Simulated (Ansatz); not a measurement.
# ZrN: a jump of N

Method: DFT PBE, scalar-relativistic, plane waves, PAW in Ansatz. Run with 420 eV cutoff, 4×4×4 k-mesh, Gaussian smearing of 0.10 eV, no spin polarisation.

Host crystal, relaxed:

```yaml
crystal:
  lattice:
    - [0.00000, 2.29730, 2.29730]
    - [2.29730, 0.00000, 2.29730]
    - [2.29730, 2.29730, 0.00000]
  atoms:
    - { symbol: Zr, position: [0.50000, 0.50000, 0.50000] }
    - { symbol: N, position: [0.00000, 0.00000, 0.00000] }
```

In a supercell of 16 host sites, interstitial N hops to an equivalent place, moving 2.29 Å between the relaxed ends. Climbing-image nudged elastic band at fixed cell with images 0 (start) to 6 (end), the path measured over all atoms, converged to 0.05 eV/Å; the order of the saddle wasn't checked, and the small cell leaves errors of about a tenth of an eV.

Supercell rows in host cell vectors: 0 -2 2; 0 0 2; -2 0 2. N was set at (0.250, 0.250, 0.250) of the host cell.

At the relaxed start N has 4 Zr at 2.00 Å, 4 N at 2.24 Å.

A cell with an odd number of electrons and no spin polarisation is a metal by construction and may be lower with spin.

Question: What barrier does the band give, and what surrounds the atom at the top?

Answer: 2.72 eV at image 3, where N has 2 N at 1.83 Å, 2 Zr at 1.91 Å, 4 Zr at 2.78 Å.

Cost: 1 run of about 17 core-minutes, on Intel Xeon Platinum 8581C (Emerald Rapids) (shared hosts).